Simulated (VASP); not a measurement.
## GW on Ta3N5

How does the gap of Ta3N5 change from the starting functional to GW? The cell has space group Cmcm. The start is a cell from a database of measured crystal structures.

Method: r2SCAN; plane waves and PAW (Ta_sv_GW, N_GW), in the first sound run; inputs show where later runs differ, in VASP 6.6.1.

This is a report of a sequence of runs, with most program output left out.

### 1. The starting structure

The structure is orthorhombic, space group Cmcm (No. 63). Conventional cell: a = 3.886 Å, b = 10.212 Å, c = 10.262 Å, α = 90.00°, β = 90.00°, γ = 90.00°. Ta has 6 N at 2.04 to 2.14 Å nearest. Ta has 6 N at 1.96 to 2.24 Å nearest. Nearest to N lie 4 Ta at 2.06 to 2.22 Å. N has 3 Ta at 1.96 to 2.04 Å nearest. Nearest to N lie 4 Ta at 2.03 to 2.24 Å. Farther neighbours and most contacts between anions are not listed.

As a file:

```
Ta N
1.0
     1.94310   -5.10590    0.00000
     1.94310    5.10590    0.00000
     0.00000    0.00000   10.26240
Ta N
6 10
Direct
  0.80290 0.19710 0.25000
  0.19710 0.80290 0.75000
  0.86545 0.13455 0.55906
  0.13455 0.86545 0.05906
  0.13455 0.86545 0.44094
  0.86545 0.13455 0.94094
  0.23678 0.76322 0.25000
  0.76322 0.23678 0.75000
  0.95299 0.04701 0.11949
  0.04701 0.95299 0.61949
  0.04701 0.95299 0.88051
  0.95299 0.04701 0.38051
  0.69138 0.30862 0.07378
  0.30862 0.69138 0.57378
  0.30862 0.69138 0.92622
  0.69138 0.30862 0.42622
```

### 2. Ground state

The orbitals come from a self-consistent r2SCAN run with a tight EDIFF and a narrow smearing. KPOINTS_OPT adds the bands along a path, which shows whether the mesh holds the band edges.

File INCAR:

```
SYSTEM = Ta3N5
PREC = Accurate
ENCUT = 450
EDIFF = 1E-08
NELM = 100
ISMEAR = 0
SIGMA = 0.01
LREAL = .FALSE.
ALGO = Normal
METAGGA = R2SCAN
LASPH = .TRUE.
NBANDS = 80
LORBIT = 11
LWAVE = .TRUE.
LCHARG = .FALSE.
KPAR = 2
```

File POSCAR:

```
Ta3N5
1.0
    1.9431000000     -5.1059000000      0.0000000000
    1.9431000000      5.1059000000      0.0000000000
    0.0000000000      0.0000000000     10.2624000000
Ta N
6 10
Direct
    0.8029000000      0.1971000000      0.2500000000
    0.1971000000      0.8029000000      0.7500000000
    0.8654500000      0.1345500000      0.5590600000
    0.1345500000      0.8654500000      0.0590600000
    0.1345500000      0.8654500000      0.4409400000
    0.8654500000      0.1345500000      0.9409400000
    0.2367800000      0.7632200000      0.2500000000
    0.7632200000      0.2367800000      0.7500000000
    0.9529900000      0.0470100000      0.1194900000
    0.0470100000      0.9529900000      0.6194900000
    0.0470100000      0.9529900000      0.8805100000
    0.9529900000      0.0470100000      0.3805100000
    0.6913800000      0.3086200000      0.0737800000
    0.3086200000      0.6913800000      0.5737800000
    0.3086200000      0.6913800000      0.9262200000
    0.6913800000      0.3086200000      0.4262200000
```

File KPOINTS:

```
Automatic mesh
0
Gamma
4 4 1
0 0 0
```

File KPOINTS_OPT:

```
Line mode
8
Line-mode
Reciprocal
  0.00000000   0.00000000   0.00000000 GAMMA
  0.28620643   0.28620643   0.00000000 X

  0.28620643   0.28620643   0.00000000 X
  0.00000000   0.50000000   0.00000000 S

  0.00000000   0.50000000   0.00000000 S
  0.00000000   0.50000000   0.50000000 R

  0.00000000   0.50000000   0.50000000 R
  0.28620643   0.28620643   0.50000000 A

  0.28620643   0.28620643   0.50000000 A
  0.00000000   0.00000000   0.50000000 Z

  0.00000000   0.00000000   0.50000000 Z
  0.00000000   0.00000000   0.00000000 GAMMA

  0.00000000   0.00000000   0.00000000 GAMMA
 -0.50000000   0.50000000   0.00000000 Y

 -0.50000000   0.50000000   0.00000000 Y
 -0.28620643   0.71379357   0.00000000 X1

 -0.28620643   0.71379357   0.00000000 X1
 -0.28620643   0.71379357   0.50000000 A1

 -0.28620643   0.71379357   0.50000000 A1
 -0.50000000   0.50000000   0.50000000 T

 -0.50000000   0.50000000   0.50000000 T
 -0.50000000   0.50000000   0.00000000 Y

  0.00000000   0.00000000   0.50000000 Z
 -0.50000000   0.50000000   0.50000000 T
```

PAW data sets: Ta_sv_GW and N_GW (PBE family, release 64).

The run is started by

```console
$ mpirun -np 16 vasp_std
```

The job ended after 9.1 min (16 MPI ranks of Intel Xeon Platinum 8259CL at 2.50GHz (Skylake/Cascade Lake), shared host; peak memory 4.1 GiB).

The PAW data sets were made with PBE, which is usual practice but a small mismatch for other functionals.

Numbers from this step:

```yaml
free_energy_toten: -418.5912 eV
fermi_energy: 6.556 eV
pressure: -1.420 GPa
least_gap_on_mesh_and_path: 1.543 eV
least_direct_gap_on_mesh_and_path: 1.795 eV
```

The highest empty bands on the path are converged less tightly, to about 0.1 eV. The electronic bands at the labelled points (eV, zero at the valence-band top; v1 is the highest filled band, c1 the lowest empty one):

```csv
point,v4,v3,v2,v1,c1,c2,c3,c4
Γ,-0.87,-0.58,-0.34,-0.04,1.78,2.07,2.46,2.80
0.43 of the way,-0.96,-0.67,-0.64,0.00,2.17,2.76,3.16,3.16
X,-1.51,-1.17,-0.90,-0.52,2.16,2.64,2.69,3.10
0.43 of the way,-1.25,-0.89,-0.82,-0.58,2.13,2.39,2.76,3.15
S,-1.13,-1.08,-0.61,-0.43,2.08,2.13,2.96,3.29
0.43 of the way,-1.00,-0.94,-0.61,-0.46,2.17,2.19,2.99,3.14
R,-0.80,-0.80,-0.56,-0.56,2.28,2.28,3.01,3.01
0.57 of the way,-1.06,-1.06,-0.76,-0.76,2.50,2.50,3.00,3.00
A,-1.21,-1.21,-1.03,-1.03,2.68,2.68,3.06,3.06
0.43 of the way,-0.95,-0.95,-0.51,-0.51,2.59,2.59,3.15,3.15
Z,-0.79,-0.79,-0.59,-0.59,1.95,1.95,2.83,2.83
0.43 of the way,-0.74,-0.66,-0.45,-0.44,1.85,2.03,2.61,2.85
Γ,-0.87,-0.58,-0.34,-0.04,1.78,2.07,2.46,2.80
0.43 of the way,-1.05,-0.69,-0.53,-0.12,1.67,2.43,2.54,2.67
Y,-1.02,-0.99,-0.84,-0.35,1.54,2.18,2.67,3.30
0.57 of the way,-0.91,-0.87,-0.87,-0.63,2.57,2.88,2.93,3.08
X1,-1.51,-1.17,-0.90,-0.52,2.16,2.64,2.69,3.10
0.57 of the way,-1.25,-1.15,-1.11,-0.73,2.41,2.70,2.85,3.17
A1,-1.21,-1.21,-1.03,-1.03,2.68,2.68,3.06,3.06
0.43 of the way,-1.03,-1.03,-0.71,-0.71,2.84,2.84,3.03,3.03
T,-1.25,-1.25,-0.65,-0.65,1.89,1.89,3.01,3.01
0.43 of the way,-1.23,-1.16,-0.74,-0.50,1.69,2.08,2.82,3.20
Y,-1.02,-0.99,-0.84,-0.35,1.54,2.18,2.67,3.30
jump to Z,-0.79,-0.79,-0.59,-0.59,1.95,1.95,2.83,2.83
0.57 of the way,-0.95,-0.95,-0.72,-0.72,1.96,1.96,3.07,3.07
T,-1.25,-1.25,-0.65,-0.65,1.89,1.89,3.01,3.01
```

Of the projections kept (Ta, N), the largest for each band there; the rest of the weight can lie on other orbitals:

```csv
point,v4,v3,v2,v1,c1,c2,c3,c4
Γ,N 0.85,N 0.84,N 0.88,N 0.84,Ta 0.97,Ta 0.91,Ta 0.92,Ta 0.97
X,N 0.77,N 0.78,N 0.71,N 0.86,Ta 0.90,Ta 0.81,Ta 0.83,Ta 0.91
S,N 0.84,N 0.81,N 0.74,N 0.84,Ta 0.92,Ta 0.94,Ta 0.96,Ta 0.89
R,N 0.83,N 0.83,N 0.80,N 0.80,Ta 0.91,Ta 0.91,Ta 0.87,Ta 0.87
A,N 0.71,N 0.71,N 0.79,N 0.79,Ta 0.77,Ta 0.77,Ta 0.82,Ta 0.82
Z,N 0.81,N 0.81,N 0.87,N 0.87,Ta 0.92,Ta 0.92,Ta 0.88,Ta 0.88
```

The cell has a gap of 1.54 eV on mesh and path. Spin-orbit coupling is left out, which can shift or reorder these edges. Forces of up to 0.40 eV/Å remain in these settings.

### 3. Empty bands

ALGO = Exact makes the empty bands from the converged ground state in one step. LOPTICS writes the k-derivatives of the orbitals (WAVEDER), which give the long-wavelength limit of the screening.

File INCAR:

```
SYSTEM = Ta3N5
PREC = Accurate
ENCUT = 450
ISMEAR = 0
SIGMA = 0.01
LREAL = .FALSE.
METAGGA = R2SCAN
LASPH = .TRUE.
NBANDS = 768
ALGO = Exact
NELM = 1
LWAVE = .TRUE.
LCHARG = .FALSE.
LOPTICS = .TRUE.
NEDOS = 1000
CSHIFT = 0.1
```

POSCAR is that of step 2.

KPOINTS is that of step 2.

The run is started by

```console
$ mpirun -np 16 vasp_std
```

The job ended after 3.3 min (16 MPI ranks; peak memory 7 GiB; 52 min of CPU time).

The gap is read on the k-mesh alone, so it is an upper bound where the band edges lie off the mesh.

A gap read on the k-mesh alone can miss the band edges.

Numbers from this step:

```yaml
gap_on_the_k_mesh: 1.586 eV
least_direct_gap_on_the_k_mesh: 1.795 eV
```

WAVECAR now holds 768 bands for 128 electrons. Its independent-particle dielectric tensor has xx, yy, zz = 12.0, 9.9, 11.1 on this mesh, which isn't tested for convergence in mesh or bands and lacks local fields.

### 4. evGW0

This step: evGW0 on r2SCAN; plane waves and PAW (Ta_sv_GW, N_GW) (VASP 6.6.1).

The lowest NBANDSGW levels in G are updated for four passes while W stays fixed, so the result depends less on the starting levels.

File INCAR:

```
SYSTEM = Ta3N5
PREC = Accurate
ENCUT = 450
ISMEAR = 0
SIGMA = 0.01
LREAL = .FALSE.
METAGGA = R2SCAN
LASPH = .TRUE.
NBANDS = 768
ALGO = EVGW0
NELMGW = 4
ENCUTGW = 140
NOMEGA = 48
PRECFOCK = Fast
NBANDSGW = 80
LWAVE = .FALSE.
LCHARG = .FALSE.
```

POSCAR is that of step 3.

KPOINTS is that of step 3.

The run is started by

```console
$ mpirun -np 16 vasp_std
```

The job ended after 30 min (16 MPI ranks; peak memory 13 GiB; 7.9 h of CPU time).

Numbers from this step:

| Quantity | Value |
| --- | --- |
| quasiparticle gap on the mesh | 2.242 eV |
| smallest direct quasiparticle gap on the mesh | 2.486 eV |
| gap of the starting orbitals on the mesh | 1.586 eV |

QP gap by iteration, by row:

```csv
iteration,gap (eV),direct gap (eV)
1,2.136,2.378
2,2.226,2.47
3,2.24,2.484
4,2.242,2.486
```

GW takes the gap from 1.586 to 2.242 eV. The mesh misses a band edge: at the starting level the path gave a gap 0.04 eV smaller. Spin-orbit coupling is left out. The value holds for 768 bands, ENCUTGW = 140 eV and this mesh, and isn't shown to be converged in them. VASP warns that the automatic setting of its frequency mesh failed and advises more k points, so the value is in doubt.

### 5. QPGW0

This step: QPGW0 on r2SCAN; plane waves and PAW (Ta_sv_GW, N_GW) (VASP 6.6.1).

Here the orbitals are updated too, by diagonalising a Hermitian self-energy in the bands up to NBANDSGW.

Edit INCAR of step 4 so:

```diff
@@ -9,3 +9,3 @@
 NBANDS = 768
-ALGO = EVGW0
+ALGO = QPGW0
 NELMGW = 4
```

POSCAR is that of step 4.

KPOINTS is that of step 4.

The run is started by

```console
$ mpirun -np 16 vasp_std
```

It took 70 min on 16 MPI ranks; peak memory 17 GiB; 19 h of CPU time.

This step gave:

```yaml
quasiparticle_gap_on_the_mesh: 2.286 eV
smallest_direct_quasiparticle_gap_on_the_mesh: 2.532 eV
```

QP gap by iteration, by row:

```csv
iteration,gap (eV),direct gap (eV)
1,2.133,2.376
2,2.232,2.48
3,2.269,2.517
4,2.286,2.532
```

GW takes the gap from 1.586 to 2.286 eV. That is +44 meV against evGW0 on r2SCAN. The last pass still moved it by +16 meV. The mesh misses a band edge: at the starting level the path gave a gap 0.04 eV smaller. Spin-orbit coupling is left out. The value holds for 768 bands, ENCUTGW = 140 eV and this mesh, and isn't shown to be converged in them. VASP warns that the automatic setting of its frequency mesh failed and advises more k points, so the value is in doubt.

### 6. Orbitals for another starting point

This step: LDA; plane waves and PAW (Ta_sv_GW, N_GW) (VASP 6.6.1).

A hybrid converges faster from good orbitals, so a cheap LDA run writes WAVECAR first.

File INCAR:

```
SYSTEM = Ta3N5
PREC = Accurate
ENCUT = 450
EDIFF = 1E-05
NELM = 100
ISMEAR = 0
SIGMA = 0.01
LREAL = .FALSE.
ALGO = Normal
GGA = CA
NBANDS = 80
LORBIT = 11
LWAVE = .TRUE.
LCHARG = .FALSE.
KPAR = 2
NCORE = 8
```

POSCAR is that of step 5.

KPOINTS is that of step 5.

The run is started by

```console
$ mpirun -np 16 vasp_std
```

Wall time 17 s (16 MPI ranks); peak memory 2.3 GiB; 4.5 min of CPU time.

The PAW data sets were made with PBE, though LDA sets exist; this is a small mismatch.

Numbers from this step:

```yaml
free_energy_toten: -201.5211 eV
fermi_energy: 6.426 eV
pressure: -7.528 GPa
gap_on_the_k_mesh: 1.119 eV
least_direct_gap_on_the_k_mesh: 1.336 eV
```

### 7. Another starting point

This step: HSE06; plane waves and PAW (Ta_sv_GW, N_GW) (VASP 6.6.1).

To see how much the result owes to its start, the ground state is made again with HSE06. A small SIGMA keeps every occupation at zero or full.

File INCAR:

```
SYSTEM = Ta3N5
PREC = Accurate
ENCUT = 450
EDIFF = 1E-08
NELM = 100
ISMEAR = 0
SIGMA = 0.01
LREAL = .FALSE.
ALGO = Normal
LHFCALC = .TRUE.
AEXX = 0.25
GGA = PE
HFSCREEN = 0.2
LASPH = .TRUE.
NBANDS = 80
PRECFOCK = Fast
LORBIT = 11
LWAVE = .TRUE.
LCHARG = .FALSE.
KPAR = 2
```

POSCAR is that of step 6.

KPOINTS is that of step 6.

The run starts from files that an earlier step left in the folder.

The run is started by

```console
$ mpirun -np 16 vasp_std
```

The job ended after 19 min (16 MPI ranks; peak memory 5.9 GiB; 5.2 h of CPU time).

The k-mesh is coarse for exact exchange; levels may shift by about 0.1 eV on a finer one.

This step gave:

* free energy (TOTEN): -216.3672 eV
* Fermi energy: 6.133 eV
* gap on the k-mesh: 2.238 eV
* least direct gap on the k-mesh: 2.454 eV

### 8. Empty bands

File INCAR:

```
SYSTEM = Ta3N5
PREC = Accurate
ENCUT = 450
ISMEAR = 0
SIGMA = 0.01
LREAL = .FALSE.
LHFCALC = .TRUE.
AEXX = 0.25
GGA = PE
HFSCREEN = 0.2
LASPH = .TRUE.
NBANDS = 768
PRECFOCK = Fast
ALGO = Exact
NELM = 1
LWAVE = .TRUE.
LCHARG = .FALSE.
LOPTICS = .TRUE.
NEDOS = 1000
CSHIFT = 0.1
```

POSCAR is that of step 7.

KPOINTS is that of step 7.

The run starts from files that an earlier step left in the folder.

The run is started by

```console
$ mpirun -np 16 vasp_std
```

The job ended after 26 min (16 MPI ranks).

The run was cut off at its time limit.

More ranks or a longer limit would be the way on.

### 9. Summary

This step: GW series: evGW0 on r2SCAN, QPGW0 on r2SCAN; plane waves and PAW (VASP 6.6.1).

Derived from the runs above.

Cost is wall time times ranks on a shared host, with the step that makes the empty bands. GW runs:

```csv
level,bands,ENCUTGW (eV),NOMEGA,k mesh,starting gap (eV),quasiparticle gap (eV),direct gap (eV),cost (core minutes)
evGW0 on r2SCAN,768,140,48,4x4x1,1.586,2.242,2.486,527.5
QPGW0 on r2SCAN,768,140,48,4x4x1,1.586,2.286,2.532,1165
```

### 10. What came out

```yaml
evgw0_on_r2scan_768_bands_encutgw_140_ev_nomega_48_mesh_4x4x1: 1.586 → 2.242 eV
qpgw0_on_r2scan_768_bands_encutgw_140_ev_nomega_48_mesh_4x4x1: 1.586 → 2.286 eV
```

evGW0 gives a quasiparticle gap of 2.242 eV on the mesh, 0.66 eV over the r2SCAN gap on the same mesh. On mesh and path the starting valence top lies at (0.123, 0.123, 0) and the conduction bottom at (0.5, 0.5, 0), so the starting gap is indirect. The GW mesh misses an edge: at the starting level the gap along the path is 0.04 eV smaller, and with that offset the quasiparticle gap would be about 2.20 eV. Over the final values of the levels run here the gap spans 2.24 to 2.29 eV. In evGW0 the first pass, which is the one-shot result, gives 2.136 eV and pass 4 gives 2.242 eV; the last pass changed the gap by +2 meV, so the loop is converged. In QPGW0 the first pass gives 2.133 eV and pass 4 gives 2.286 eV; the last pass changed the gap by +16 meV, so more passes would move it further. Bands, response cutoff and mesh weren't tested for convergence. On a mesh this coarse the value is a test of cost more than a converged gap. The empty bands run ended without a result (timeout). Spin-orbit coupling is left out; with Ta in the cell it can split or shift band edges, by an amount that depends on which atoms form them and isn't tested here. The atoms weren't relaxed and carry forces of up to 0.40 eV/Å at r2SCAN in the first static run, so the numbers belong to the given coordinates, and a relaxation would change them. VASP warned that the automatic setting of its frequency mesh failed, and advised more k points, in all GW runs. Those values are in doubt. Not tabulated here, as repeats of values shown or as unfit to read for their mesh, reference level or band range: eps2 curves (empty bands); eps1 curves and static values (empty bands).

[Lines on the potential files, build, host, timing and source positions are cut from VASP's logs without a mark.]

[Logs are printed without paths, hosts, clocks, repeated set-up lines and the standing remarks that a program may print on its own settings, such as how far it seeks lower states.]

[Hosts, paths, dates, database ids (printed as entryN), source tags and the programs' standing remarks are cut or masked in the printed files.]

[Pressures printed for these runs are not shown converged in the cutoff: they can be off by several GPa and have the wrong sign.]
